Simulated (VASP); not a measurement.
# NbC (Fm-3m) in VASP: a series of runs, part 2 of 2

VASP 6.6.1.

## Step 3: Relaxation of cell and atoms, PBE

This run uses another cell than the first one, of 11.26 Å³/atom, 1.009 times its volume.

INCAR

```
ALGO = Normal
EDIFF = 1E-7
EDIFFG = -0.002
ENCUT = 520
GGA = PE
IBRION = 2
ISIF = 3
ISMEAR = 0
LASPH = True
LCHARG = False
LREAL = False
LWAVE = False
NELM = 80
NSW = 80
PREC = Accurate
SIGMA = 0.1
```

KPOINTS

```
k-points
0
Gamma
  10 10 10
```

POSCAR

```
NbC                                     
1.0
   -0.0000000000      2.2411394233      2.2411394233
    2.2411394233     -0.0000000000      2.2411394233
    2.2411394233      2.2411394233      0.0000000000
  Nb              C             
     1     1
Direct
     0.0000000000000000    0.0000000000000000    0.0000000000000000
     0.5000000000000000    0.5000000000000000    0.5000000000000000
```

Potentials or basis: VASP PAW PBE potentials, release 64 (Nb_sv, C).

Started as:

```bash
$ cat potpaw_PBE.64/Nb_sv/POTCAR potpaw_PBE.64/C/POTCAR > POTCAR
$ mpirun -np 1 vasp_std > vasp.out
```

OUTCAR:

```text
EDIFF = 1E-7
   EDIFFG = -0.002
   ENCUT = 520
   GGA = PE
   IBRION = 2
   ISIF = 3
   ISMEAR = 0
   LASPH = True
   LREAL = False
   NELM = 80
   NSW = 80
   PREC = Accurate

 ion  position               nearest neighbor table
   1  0.000  0.000  0.000-   2 2.24   2 2.24   2 2.24   2 2.24   2 2.24   2 2.24
   2  0.500  0.500  0.500-   1 2.24   1 2.24   1 2.24   1 2.24   1 2.24   1 2.24

  LATTYP: Found a face centered cubic cell.
 ALAT       =     4.4822788466

  Lattice vectors:

 A1 = (   0.0000000000,   2.2411394233,   2.2411394233)
 A2 = (   2.2411394233,   0.0000000000,   2.2411394233)
 A3 = (   2.2411394233,   2.2411394233,   0.0000000000)

Analysis of symmetry for initial positions (statically):
=====================================================================
 Subroutine PRICEL returns:
 Original cell was already a primitive cell.

 Routine SETGRP: Setting up the symmetry group for a
 face centered cubic supercell.

 Subroutine GETGRP returns: Found 48 space group operations
 (whereof 48 operations were pure point group operations)
 out of a pool of 48 trial point group operations.

The static configuration has the point symmetry O_h .

Analysis of symmetry for dynamics (positions and initial velocities):
=====================================================================
 Subroutine PRICEL returns:
 Original cell was already a primitive cell.

 Routine SETGRP: Setting up the symmetry group for a
 face centered cubic supercell.

 Subroutine GETGRP returns: Found 48 space group operations
 (whereof 48 operations were pure point group operations)
 out of a pool of 48 trial point group operations.

The dynamic configuration has the point symmetry O_h .

 Subroutine INISYM returns: Found 48 space group operations
 (whereof 48 operations are pure point group operations),
 and found     1 'primitive' translations

----------------------------------------------------------------------------------------

                                     Primitive cell

  volume of cell :      22.5132

  direct lattice vectors                    reciprocal lattice vectors
     0.000000000  2.241139423  2.241139423    -0.223100801  0.223100801  0.223100801
     2.241139423  0.000000000  2.241139423     0.223100801 -0.223100801  0.223100801
     2.241139423  2.241139423  0.000000000     0.223100801  0.223100801 -0.223100801

  length of vectors
     3.169449768  3.169449768  3.169449768     0.386421922  0.386421922  0.386421922

  position of ions in fractional coordinates (direct lattice)
     0.000000000  0.000000000  0.000000000
     0.500000000  0.500000000  0.500000000

  ion indices of the primitive-cell ions
   primitive index   ion index
                 1           1
                 2           2

----------------------------------------------------------------------------------------

 KPOINTS: k-points

Automatic generation of k-mesh.
 Grid dimensions read from file:
 generate k-points for:   10   10   10

 Generating k-lattice:

  Cartesian coordinates                     Fractional coordinates (reciprocal lattice)
[... 41 lines left out ...]
 [... further k-points ...]
   k-points           NKPTS =     47   k-points in BZ     NKDIM =     47   number of bands    NBANDS=     12
   number of dos      NEDOS =    301   number of ions     NIONS =      2
   total plane-waves  NPLWV =  13824
   dimension x,y,z NGX =    24 NGY =   24 NGZ =   24
   dimension x,y,z NGXF=    48 NGYF=   48 NGZF=   48
   ions per type =               1   1
   NGX,Y,Z   is equivalent  to a cutoff of  12.59, 12.59, 12.59 a.u.
   NGXF,Y,Z  is equivalent  to a cutoff of  25.18, 25.18, 25.18 a.u.
 SYSTEM =  unknown system
   PREC   = accura    normal or accurate (medium, high low for compatibility)
   ISTART =      0    job   : 0-new  1-cont  2-samecut
   ICHARG =      2    charge: 1-file 2-atom 10-const
   ISPIN  =      1    spin polarized calculation?
   LNONCOLLINEAR =      F non collinear calculations
   LSORBIT =      F    spin-orbit coupling
   LASPH  =      T    aspherical Exc in radial PAW
   ENCUT  =  520.0 eV  38.22 Ry    6.18 a.u.   5.89  5.89  5.89*2*pi/ulx,y,z
   NELM   =     80;   NELMIN=  2; NELMDL= -5     # of ELM steps
   EDIFF  = 0.1E-06   stopping-criterion for ELM
   LREAL  =      F    real-space projection
   EDIFFG = -.2E-02   stopping-criterion for IOM
   NSW    =     80    number of steps for IOM
   IBRION =      2    ionic relax: 0-MD 1-quasi-New 2-CG
   NFREE  =      1    steps in history (QN), initial steepest desc. (CG)
   ISIF   =      3    stress and relaxation
   ISYM   =      2    0-nonsym 1-usesym 2-fastsym
   POTIM  = 0.5000    time-step for ionic-motion
   TEBEG  =    0.0;   TEEND  =   0.0 temperature during run
   PSTRESS=    0.0 pullay stress
   NELECT =      17.0000    total number of electrons
   NUPDOWN=      -1.0000    fix difference up-down
   EMIN   =  10.00;   EMAX   =-10.00  energy-range for DOS
   EFERMI =   0.00;   METHOD = LEGACY
   ISMEAR =     0;   SIGMA  =   0.10  broadening in eV -4-tet -1-fermi 0-gaus
   EFERMI_NEDOS =   21; number of points for ismear=-14 and -15
   IALGO  =     38    algorithm
   IMIX   =      4    mixing-type and parameters
     AMIX     =   0.40;   BMIX     =  1.00
     AMIX_MAG =   1.60;   BMIX_MAG =  1.00
  volume/ion in A,a.u.               =      11.26        75.96
  Fermi-wavevector in a.u.,A,eV,Ry     =   1.490776  2.817157 30.237748  2.222412
  Thomas-Fermi vector in A             =   2.603515
   LORBIT       =      0    0 simple, 1 ext, 2 COOP (PROOUT), +10 PAW based schemes
   GGA     = PE    functional components
   LHFCALC =     F    Hartree Fock is set to
   AEXX    =    0.0000 exact exchange contribution
   IVDW    =     0    specifies the selected vdW correction
   LEPSILON=     F    determine dielectric tensor
   LRPA    =     F    only Hartree local field effects (RPA)
 conjugate gradient relaxation of ions
 non-spin polarized calculation
 Gauss-broadening in eV      SIGMA  =   0.10
  energy-cutoff  :      520.00
  volume of cell :       22.51
 maximum number of plane-waves:       620
   NGX = 11   NGY = 11   NGZ = 11

 number of electron      16.9999999 magnetization

 Free energy of the ion-electron system (eV)
  ---------------------------------------------------
  ext. energy  EPLUGINS =         0.00000000
  ---------------------------------------------------
  free energy    TOTEN  =       -20.55683577 eV

  energy without entropy =      -20.55525437  energy(sigma->0) =      -20.55604507

 E-fermi :  12.3651     XC(G=0): -13.0422

 val. band max:       12.2778961498   @ k =  -0.4000   0.4000   0.1000
 cond. band min:      12.5522231157   @ k =  -0.2000   0.2000   0.0000
 fundamental gap:      0.2743269659
 Fermi energy:        12.3651393547

 k-point     1 :       0.0000    0.0000    0.0000
  band No.  band energies     occupation
      1     -43.3296      2.00000
      2     -19.0413      2.00000
      3     -19.0413      2.00000
      4     -19.0413      2.00000
      5      -0.9504      2.00000
      6      11.1574      2.00000
      7      11.1574      2.00000
      8      11.1574      2.00000
      9      12.2407      1.92148
     10      12.2407      1.92148
     11      12.2407      1.92148
     12      12.7966      0.00000
[... 331 lines left out ...]
 k-point    24 :       0.4000    0.3000    0.0000
  band No.  band energies     occupation
      1     -43.2200      2.00000
      2     -19.6302      2.00000
      3     -19.2779      2.00000
      4     -19.2530      2.00000
      5       0.7734      2.00000
      6       7.2747      2.00000
      7       8.5530      2.00000
      8      10.1068      2.00000
      9      10.9387      2.00000
     10      14.5754      0.00000
     11      15.7941      0.00000
     12      16.0262      0.00000

 [... further k-points ...]

------------------------ aborting loop because EDIFF is reached ----------------------------------------

  FORCE on cell =-STRESS in cart. coord.  units (eV):
  Direction    XX          YY          ZZ          XY          YZ          ZX
  --------------------------------------------------------------------------------------
  -------------------------------------------------------------------------------------
  Total       -0.0015176     -0.0015176     -0.0015176      0.0000000      0.0000000      0.0000000
  in kB       -0.1080049     -0.1080049     -0.1080049      0.0000000      0.0000000      0.0000000
  external PRESSURE =      -0.1080049 kB  Pullay stress =       0.0000000 kB

 VOLUME and BASIS-vectors are now :
 -----------------------------------------------------------------------------
  energy-cutoff  :      520.00
  volume of cell :       22.51
      direct lattice vectors                 reciprocal lattice vectors
     0.000000000  2.241139423  2.241139423    -0.223100801  0.223100801  0.223100801
     2.241139423  0.000000000  2.241139423     0.223100801 -0.223100801  0.223100801
     2.241139423  2.241139423  0.000000000     0.223100801  0.223100801 -0.223100801

 POSITION                                       TOTAL-FORCE (eV/Angst)
 -----------------------------------------------------------------------------------
      0.00000      0.00000      0.00000         0.000000      0.000000     -0.000000
      2.24114      2.24114      2.24114        -0.000000     -0.000000      0.000000
 -----------------------------------------------------------------------------------
    total drift:                                0.000000     -0.000000     -0.000000

  FREE ENERGIE OF THE ION-ELECTRON SYSTEM (eV)
  ---------------------------------------------------
  free  energy   TOTEN  =       -20.5568357731 eV

  energy  without entropy=      -20.5552543661  energy(sigma->0) =      -20.55604507

 reached required accuracy - stopping structural energy minimisation
```

OSZICAR:

```text
N       E                     dE             d eps       ncg     rms          rms(c)
DAV:   1     0.143882995259E+03    0.14388E+03   -0.92307E+03  1136   0.141E+03
DAV:   2    -0.148456683127E+02   -0.15873E+03   -0.15246E+03  1292   0.487E+02
DAV:   3    -0.237131217739E+02   -0.88675E+01   -0.85088E+01  1632   0.923E+01
DAV:   4    -0.243076719469E+02   -0.59455E+00   -0.59116E+00  1752   0.247E+01
DAV:   5    -0.243242847048E+02   -0.16613E-01   -0.16603E-01  1724   0.346E+00    0.129E+01
DAV:   6    -0.206866762613E+02    0.36376E+01   -0.19380E+01  1712   0.384E+01    0.386E+00
DAV:   7    -0.205617255370E+02    0.12495E+00   -0.76988E-01  1620   0.935E+00    0.225E+00
DAV:   8    -0.205585524431E+02    0.31731E-02   -0.11289E-01  1600   0.385E+00    0.635E-01
DAV:   9    -0.205565111715E+02    0.20413E-02   -0.17129E-02  1572   0.122E+00    0.312E-01
DAV:  10    -0.205568858378E+02   -0.37467E-03   -0.13972E-03  1772   0.451E-01    0.835E-02
DAV:  11    -0.205568372296E+02    0.48608E-04   -0.34599E-04  1476   0.136E-01    0.215E-02
DAV:  12    -0.205568358581E+02    0.13715E-05   -0.28055E-05  1796   0.845E-02    0.780E-03
DAV:  13    -0.205568356600E+02    0.19804E-06   -0.56949E-07  1544   0.935E-03    0.515E-03
DAV:  14    -0.205568357802E+02   -0.12022E-06   -0.41768E-07  1300   0.111E-02    0.393E-03
DAV:  15    -0.205568357731E+02    0.71859E-08   -0.21071E-08   728   0.231E-03
   1 F= -.20556836E+02 E0= -.20556045E+02  d E =-.205568E+02
```

CONTCAR:

```text
NbC
   1.00000000000000
     0.0000000000000000    2.2411394232999999    2.2411394232999999
     2.2411394232999999    0.0000000000000000    2.2411394232999999
     2.2411394232999999    2.2411394232999999    0.0000000000000000
  Nb              C
     1     1
Direct
     0.0000000000000000    0.0000000000000000    0.0000000000000000
     0.5000000000000000    0.5000000000000000    0.5000000000000000

  0.00000000E+00  0.00000000E+00  0.00000000E+00
  0.00000000E+00  0.00000000E+00  0.00000000E+00
```

Run time: 7.6 s. Hardware: 1 thread of Intel Xeon Platinum 8488C (Sapphire Rapids), shared host; peak memory 0.14 GiB.

Results:

| Item | Value |
| --- | --- |
| Free energy | -20.5568 eV |
| Pressure after relaxing | 0.0 GPa |
| Band gap on the k mesh | none (metal or under the smearing width) |

Final structure:
```yaml
crystal:
  lattice:
    - [0.00000, 2.24114, 2.24114]
    - [2.24114, 0.00000, 2.24114]
    - [2.24114, 2.24114, 0.00000]
  atoms:
    - { symbol: Nb, position: [0.00000, 0.00000, 0.00000] }
    - { symbol: C, position: [0.50000, 0.50000, 0.50000] }
```

Caveat: the relaxation stopped at its first step, so nothing moved.

## Step 4: Vibrations by finite differences, PBE

This run uses another cell than the first one, of 11.26 Å³/atom, 1.009 times its volume.

INCAR

```
ALGO = Normal
EDIFF = 1E-8
ENCUT = 520
GGA = PE
IBRION = 6
ISIF = 3
ISMEAR = 0
LASPH = True
LCHARG = False
LREAL = False
LWAVE = False
NBANDS = 16
NELM = 80
NFREE = 2
NSW = 1
POTIM = 0.015
PREC = Accurate
SIGMA = 0.1
```

KPOINTS is that of step 3.

Changes to POSCAR since step 3:

```diff
@@ -2,4 +2,4 @@
 1.0
-   -0.0000000000      2.2411394233      2.2411394233
-    2.2411394233     -0.0000000000      2.2411394233
+    0.0000000000      2.2411394233      2.2411394233
+    2.2411394233      0.0000000000      2.2411394233
     2.2411394233      2.2411394233      0.0000000000
```

Started as:

```bash
$ cat potpaw_PBE.64/Nb_sv/POTCAR potpaw_PBE.64/C/POTCAR > POTCAR
$ mpirun -np 1 vasp_std > vasp.out
```

Wall time 5.1 min (1 thread of Intel Xeon Platinum 8488C (Sapphire Rapids), shared host); peak memory 0.3 GiB.

The run converged, but a check on its numbers failed (symmetry, net force, bounds or a known fault of this set-up), so they aren't taken as properties of the crystal.
